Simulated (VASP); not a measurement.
# ZrSe2 (P-3m1) in VASP: notebook, part 2 of 3

VASP 6.6.1.

## 3. Relaxation of cell and atoms, PBE+D3(BJ)

This run uses another cell than the first one, of 24.35 Å³/atom, 0.944 times its volume.

INCAR reads:

```
SYSTEM = ZrSe2
PREC = Accurate
ENCUT = 600
EDIFF = 1E-7
ISMEAR = 0
SIGMA = 0.03
LREAL = .FALSE.
LASPH = .TRUE.
NELM = 80
ALGO = Normal
ISIF = 3
LWAVE = .FALSE.
LCHARG = .FALSE.
GGA = PE
IVDW = 12
IBRION = 2
NSW = 90
EDIFFG = -0.005
KPAR = 4
```

KPOINTS reads:

```
regular mesh
0
G
  9 9 5
  0 0 0
```

POSCAR reads:

```
ZrSe2                                   
1.0
    3.7403502383      0.0000000000     -0.0000000000
   -1.8701751192      3.2392383255     -0.0000000000
    0.0000000000     -0.0000000000      6.0280665116
  Zr              Se            
     1     2
Direct
     0.0000000000000000    0.0000000000000000    0.0000000000000000
     0.3333333332999970    0.6666666667000030    0.2649979777932575
     0.6666666667000030    0.3333333332999970    0.7350020222067424
```

Potentials or basis: VASP PAW PBE potentials, release 64 (Zr_sv, Se).

Started as:

```console
$ cat potpaw_PBE.64/Zr_sv/POTCAR potpaw_PBE.64/Se/POTCAR > POTCAR
$ mpirun -np 4 vasp_std > vasp.out
```

OUTCAR:

```text
SYSTEM = ZrSe2
   PREC = Accurate
   ENCUT = 600
   EDIFF = 1E-7
   ISMEAR = 0
   LREAL = .FALSE.
   LASPH = .TRUE.
   NELM = 80
   ISIF = 3
   GGA = PE
   IVDW = 12
   IBRION = 2
   NSW = 90
   EDIFFG = -0.005
 IVDW          = 12

 ion  position               nearest neighbor table
   1  0.000  0.000  0.000-   2 2.69   3 2.69   3 2.69   2 2.69   3 2.69   2 2.69
   2  0.333  0.667  0.265-   1 2.69   1 2.69   1 2.69
   3  0.667  0.333  0.735-   1 2.69   1 2.69   1 2.69

  LATTYP: Found a hexagonal cell.
 ALAT       =     3.7403502383
 C/A-ratio  =     1.6116315659

  Lattice vectors:

 A1 = (   3.7403502383,   0.0000000000,   0.0000000000)
 A2 = (  -1.8701751192,   3.2392383255,   0.0000000000)
 A3 = (   0.0000000000,   0.0000000000,   6.0280665116)

Analysis of symmetry for initial positions (statically):
=====================================================================
 Subroutine PRICEL returns:
 Original cell was already a primitive cell.

 Routine SETGRP: Setting up the symmetry group for a
 hexagonal supercell.

 Subroutine GETGRP returns: Found 12 space group operations
 (whereof 12 operations were pure point group operations)
 out of a pool of 24 trial point group operations.

The static configuration has the point symmetry D_3d.

Analysis of symmetry for dynamics (positions and initial velocities):
=====================================================================
 Subroutine PRICEL returns:
 Original cell was already a primitive cell.

 Routine SETGRP: Setting up the symmetry group for a
 hexagonal supercell.

 Subroutine GETGRP returns: Found 12 space group operations
 (whereof 12 operations were pure point group operations)
 out of a pool of 24 trial point group operations.

The dynamic configuration has the point symmetry D_3d.

 Subroutine INISYM returns: Found 12 space group operations
 (whereof 12 operations are pure point group operations),
 and found     1 'primitive' translations

[... 102 lines left out ...]
   ISIF   =      3    stress and relaxation
   ISYM   =      2    0-nonsym 1-usesym 2-fastsym
   POTIM  = 0.5000    time-step for ionic-motion
   TEBEG  =    0.0;   TEEND  =   0.0 temperature during run
   PSTRESS=    0.0 pullay stress
   NELECT =      24.0000    total number of electrons
   NUPDOWN=      -1.0000    fix difference up-down
   EMIN   =  10.00;   EMAX   =-10.00  energy-range for DOS
   EFERMI =   0.00;   METHOD = LEGACY
   ISMEAR =     0;   SIGMA  =   0.03  broadening in eV -4-tet -1-fermi 0-gaus
   EFERMI_NEDOS =   21; number of points for ismear=-14 and -15
   IALGO  =     38    algorithm
   IMIX   =      4    mixing-type and parameters
     AMIX     =   0.40;   BMIX     =  1.00
     AMIX_MAG =   1.60;   BMIX_MAG =  1.00
  volume/ion in A,a.u.               =      24.35       164.29
  Fermi-wavevector in a.u.,A,eV,Ry     =   1.129711  2.134845 17.364406  1.276248
  Thomas-Fermi vector in A             =   2.266406
   LORBIT       =      0    0 simple, 1 ext, 2 COOP (PROOUT), +10 PAW based schemes
   GGA     = PE    functional components
   LHFCALC =     F    Hartree Fock is set to
   AEXX    =    0.0000 exact exchange contribution
   IVDW    =    12    specifies the selected vdW correction
   LEPSILON=     F    determine dielectric tensor
   LRPA    =     F    only Hartree local field effects (RPA)
 conjugate gradient relaxation of ions
 non-spin polarized calculation
 Gauss-broadening in eV      SIGMA  =   0.03
  energy-cutoff  :      600.00
  volume of cell :       73.04
 maximum number of plane-waves:      2463
 NGX is ok and might be reduce to    30
   NGX = 15   NGY = 15   NGZ = 25

--------------------------------------- Ionic step        1  -------------------------------------------

 number of electron      24.0000001 magnetization

 Free energy of the ion-electron system (eV)
  ---------------------------------------------------
  ext. energy  EPLUGINS =         0.00000000
  ---------------------------------------------------
  free energy    TOTEN  =       -19.52673144 eV

  energy without entropy =      -19.52663500  energy(sigma->0) =      -19.52668322

------------------------ aborting loop because EDIFF is reached ----------------------------------------

 Edisp (eV)   -1.21589

 E8    (eV) :    -0.5478
[... 155 lines left out ...]
--------------------------------------- Ionic step        5  -------------------------------------------

 number of electron      24.0000001 magnetization

 Free energy of the ion-electron system (eV)
  ---------------------------------------------------
  ext. energy  EPLUGINS =         0.00000000
  ---------------------------------------------------
  free energy    TOTEN  =       -19.52642926 eV

  energy without entropy =      -19.52633466  energy(sigma->0) =      -19.52638196

 E-fermi :   5.0356     XC(G=0):  -9.7882

 val. band max:        5.0227060280   @ k =   0.0000   0.0000   0.0000
 cond. band min:       5.0715071128   @ k =   0.0000   0.4444   0.4000
 fundamental gap:      0.0488010848
 Fermi energy:         5.0356023560

 k-point     1 :       0.0000    0.0000    0.0000
  band No.  band energies     occupation
      1     -44.5647      2.00000
      2     -22.6223      2.00000
      3     -22.5021      2.00000
      4     -22.5021      2.00000
      5      -8.5397      2.00000
      6      -7.1363      2.00000
[... 433 lines left out ...]
      3     -22.5901      2.00000
      4     -22.5388      2.00000
      5      -7.8175      2.00000
      6      -7.2171      2.00000
[... 8 lines left out ...]
     15       7.7015      0.00000
     16       8.5280      0.00000

 [... further k-points ...]

------------------------ aborting loop because EDIFF is reached ----------------------------------------

 Edisp (eV)   -1.21621

 E8    (eV) :    -0.5480
[... 26 lines left out ...]
  FREE ENERGIE OF THE ION-ELECTRON SYSTEM (eV)
  ---------------------------------------------------
  free  energy   TOTEN  =       -20.7426383376 eV

  energy  without entropy=      -20.7425437334  energy(sigma->0) =      -20.74259104

 reached required accuracy - stopping structural energy minimisation
```

OSZICAR:

```text
N       E                     dE             d eps       ncg     rms          rms(c)
DAV:   1     0.189931870196E+03    0.18993E+03   -0.12919E+04  1600   0.154E+03
[... 36 lines left out ...]
DAV:   7    -0.195265764215E+02   -0.58428E-08   -0.14503E-08   904   0.798E-04
   4 F= -.20742638E+02 E0= -.20742591E+02  d E =-.302152E-05
       N       E                     dE             d eps       ncg     rms          rms(c)
DAV:   1    -0.195264327936E+02    0.14362E-03   -0.14860E-04  1600   0.104E-01    0.132E-02
DAV:   2    -0.195264297876E+02    0.30060E-05   -0.14191E-05  1832   0.283E-02    0.530E-03
DAV:   3    -0.195264292362E+02    0.55143E-06   -0.14422E-06  2280   0.770E-03    0.194E-03
DAV:   4    -0.195264292620E+02   -0.25854E-07   -0.39196E-07  2000   0.405E-03
   5 F= -.20742638E+02 E0= -.20742591E+02  d E =-.351773E-05
```

CONTCAR:

```text
ZrSe2
   1.00000000000000
     3.7385420854045162    0.0000000000000279    0.0000000000000000
    -1.8692710427522097    3.2376724191584536    0.0000000000000000
     0.0000000000000000    0.0000000000000000    6.0321891791528941
  Zr              Se
     1     2
Direct
     0.0000000000000000    0.0000000000000000    0.0000000000000000
     0.3333333332999970    0.6666666667000030    0.2650002706760237
     0.6666666667000030    0.3333333332999970    0.7349997293239763

  0.00000000E+00  0.00000000E+00  0.00000000E+00
  0.00000000E+00  0.00000000E+00  0.00000000E+00
  0.00000000E+00  0.00000000E+00  0.00000000E+00
```

It took 37 s on 4 MPI ranks of AMD EPYC 9R14 (Zen 4), shared host; peak memory 0.24 GiB.

What came out:

* Free energy: -20.7426 eV
* Relaxed volume: 24.34 Å³/atom
* Relaxed cell: a = 3.739 Å, b = 3.739 Å, c = 6.032 Å, α = 90.00°, β = 90.00°, γ = 120.00°
* Space group after relaxing (to 0.05 Å): P-3m1 (No. 164)
* Energy gained by relaxing: 0.0 meV/atom
* Ionic steps: 5
* Pressure after relaxing: 0.0 GPa
* Band gap on the k mesh: 0.05 eV, indirect (least direct gap 0.94 eV)
* Dispersion energy per atom: -0.405 eV

Forces in eV/Å, atoms in the order of the input:
```
Zr   0.000  0.000  0.000
Se   0.000  0.000 -0.003
Se   0.000  0.000  0.003
```

Final structure:
```
Zr Se
1.0
     3.73854    0.00000    0.00000
    -1.86927    3.23767    0.00000
     0.00000    0.00000    6.03219
Zr Se
1 2
Direct
  0.00000 0.00000 0.00000
  0.33333 0.66667 0.26500
  0.66667 0.33333 0.73500
```

Levels at points of the mesh, in eV from the valence-band top:
| k point | band 10 | band 11 | band 12 | band 13 | band 14 | band 15 |
| --- | --- | --- | --- | --- | --- | --- |
| (0.00, 0.00, 0.00) | -0.11 | -0.11 | 0.00 | 0.94 | 0.94 | 1.22 |

Caveat: an odd mesh through Γ misses points on the zone boundary, where band edges often lie.

## 4. Relaxation of cell and atoms, PBE+D3(BJ)

INCAR reads:

```
PREC = Accurate ; ENCUT = 600
EDIFF = 1E-6 ; ISMEAR = 0
SIGMA = 0.03 ; LREAL = False
LASPH = True ; NELM = 80
ALGO = Normal ; ISIF = 3
LWAVE = False ; LCHARG = False
GGA = PE ; IVDW = 12
IBRION = 2 ; NSW = 90
EDIFFG = -0.01 ; KPAR = 2
```

KPOINTS reads:

```
Automatic mesh
0
Gamma
  9 9 5
```

POSCAR reads:

```
ZrSe2
1.0
    3.7980000000      0.0000000000      0.0000000000
   -1.8990000000      3.2891644836      0.0000000000
    0.0000000000      0.0000000000      6.1920000000
Zr Se
1 2
Direct
    0.0000000000      0.0000000000      0.0000000000
    0.3333333333      0.6666666667      0.2500000000
    0.6666666667      0.3333333333      0.7500000000
```

Started as:

```console
$ cat potpaw_PBE.64/Zr_sv/POTCAR potpaw_PBE.64/Se/POTCAR > POTCAR
$ mpirun -np 2 vasp_std > vasp.out
```

Run time: 7.7 min. Hardware: 2 MPI ranks of Intel Xeon Platinum 8259CL at 2.50GHz (Skylake/Cascade Lake), shared host; peak memory 0.27 GiB.

Results (log left out):

```yaml
Free_energy: -20.7431 eV
Relaxed_volume: 24.35 Å³/atom
Relaxed_cell: a = 3.740 Å, b = 3.740 Å, c = 6.028 Å, α = 90.00°, β = 90.00°, γ = 120.00°
Space_group_after_relaxing_to_0.05_Å: P-3m1 (No. 164)
Energy_gained_by_relaxing: 11.2 meV/atom
Ionic_steps: 15
Pressure_after_relaxing: 0.0 GPa
Band_gap_on_the_k_mesh: 0.05 eV, indirect (least direct gap 0.93 eV)
Dispersion_energy_per_atom: -0.405 eV
```

Stress tensor (GPa, compression positive):
```
-0.05  0.00  0.00
 0.00 -0.05  0.00
 0.00  0.00  0.04
```

The path:
```
step  energy change (eV)  largest force (eV/Å)  pressure (GPa)  volume (Å³)
   1              0.0000                0.3158           -0.45        77.35
   2             -0.0147                0.2208           -0.25        76.54
   3             -0.0201                0.1203           -0.05        75.74
   4             -0.0234                0.0781           -0.26        75.51
   5             -0.0293                0.0461           -0.82        74.83
   6             -0.0299                0.1058           -1.05        74.51
   7             -0.0311                0.0914           -0.91        74.25
   8             -0.0332                0.0493           -0.45        73.48
   9             -0.0312                0.0363            0.54        71.94
  10             -0.0335                0.0243           -0.19        73.08
  11             -0.0335                0.0227           -0.19        73.05
  12             -0.0334                0.0115           -0.05        72.85
  13             -0.0335                0.0212           -0.15        73.02
  14             -0.0335                0.0160           -0.12        73.02
  15             -0.0337                0.0013           -0.02        73.04
```

Final structure:
```
CELL_PARAMETERS angstrom
3.74035 0.00000 0.00000
-1.87018 3.23924 0.00000
0.00000 0.00000 6.02807
ATOMIC_POSITIONS crystal
Zr 0.00000 0.00000 0.00000
Se 0.33333 0.66667 0.26500
Se 0.66667 0.33333 0.73500
```

Levels at points of the mesh, in eV from the valence-band top:
| k point | band 8 | band 9 | band 10 | band 11 | band 12 | band 13 | band 14 | band 15 | band 16 |
| --- | --- | --- | --- | --- | --- | --- | --- | --- | --- |
| (0.00, 0.00, 0.00) | -2.77 | -2.77 | -0.12 | -0.12 | 0.00 | 0.93 | 0.93 | 1.22 | 3.94 |

Caveat: an odd mesh through Γ misses points on the zone boundary, where band edges often lie.

## 5. Relaxation of cell and atoms, PBE+D3(BJ)

This run uses another cell than the first one, of 24.35 Å³/atom, 0.944 times its volume.

INCAR reads:

```
PREC = Accurate ; ENCUT = 600
EDIFF = 1E-7 ; ISMEAR = 0
SIGMA = 0.03 ; LREAL = False
LASPH = True ; NELM = 80
ALGO = Normal ; ISIF = 3
LWAVE = False ; LCHARG = False
GGA = PE ; IVDW = 12
IBRION = 2 ; NSW = 90
EDIFFG = -0.005 ; KPAR = 2
```

KPOINTS is that of step 4.

POSCAR reads:

```
ZrSe2                                   
1.0
    3.7403501874      0.0000000000      0.0000000000
   -1.8701750937      3.2392382814     -0.0000000000
    0.0000000000      0.0000000000      6.0280666929
  Zr              Se            
     1     2
Direct
     0.0000000000000000    0.0000000000000000    0.0000000000000000
     0.3333333332999970    0.6666666667000030    0.2649979648619340
     0.6666666667000030    0.3333333332999970    0.7350020351380662
```

Started as:

```console
$ cat potpaw_PBE.64/Zr_sv/POTCAR potpaw_PBE.64/Se/POTCAR > POTCAR
$ mpirun -np 2 vasp_std > vasp.out
```

Wall time 2.3 min (2 MPI ranks of Intel Xeon Platinum 8259CL at 2.50GHz (Skylake/Cascade Lake), shared host); peak memory 0.25 GiB.

The run converged. Its results:

```yaml
Free_energy: -20.7426 eV
Relaxed_volume: 24.34 Å³/atom
Relaxed_cell: a = 3.739 Å, b = 3.739 Å, c = 6.032 Å, α = 90.00°, β = 90.00°, γ = 120.00°
Space_group_after_relaxing_to_0.05_Å: P-3m1 (No. 164)
Energy_gained_by_relaxing: 0.0 meV/atom
Ionic_steps: 5
Pressure_after_relaxing: 0.0 GPa
Band_gap_on_the_k_mesh: 0.05 eV, indirect (least direct gap 0.94 eV)
Dispersion_energy_per_atom: -0.405 eV
```

Forces on the atoms (eV/Å):
```
Zr   0.000  0.000  0.000
Se   0.000  0.000 -0.003
Se   0.000  0.000  0.003
```

Final structure:
```yaml
crystal:
  lattice:
    - [3.73854, 0.00000, 0.00000]
    - [-1.86927, 3.23767, 0.00000]
    - [0.00000, 0.00000, 6.03219]
  atoms:
    - { symbol: Zr, position: [0.00000, 0.00000, 0.00000] }
    - { symbol: Se, position: [0.33333, 0.66667, 0.26500] }
    - { symbol: Se, position: [0.66667, 0.33333, 0.73500] }
```

Levels at points of the mesh, in eV from the valence-band top:
| k point | band 9 | band 10 | band 11 | band 12 | band 13 | band 14 | band 15 | band 16 |
| --- | --- | --- | --- | --- | --- | --- | --- | --- |
| (0.00, 0.00, 0.00) | -2.77 | -0.11 | -0.11 | 0.00 | 0.94 | 0.94 | 1.22 | 3.95 |

Caveat: an odd mesh through Γ misses points on the zone boundary, where band edges often lie. A hybrid or GW would open this gap; PBE tends to underestimate it.

(Continued in part 3 of 3.)
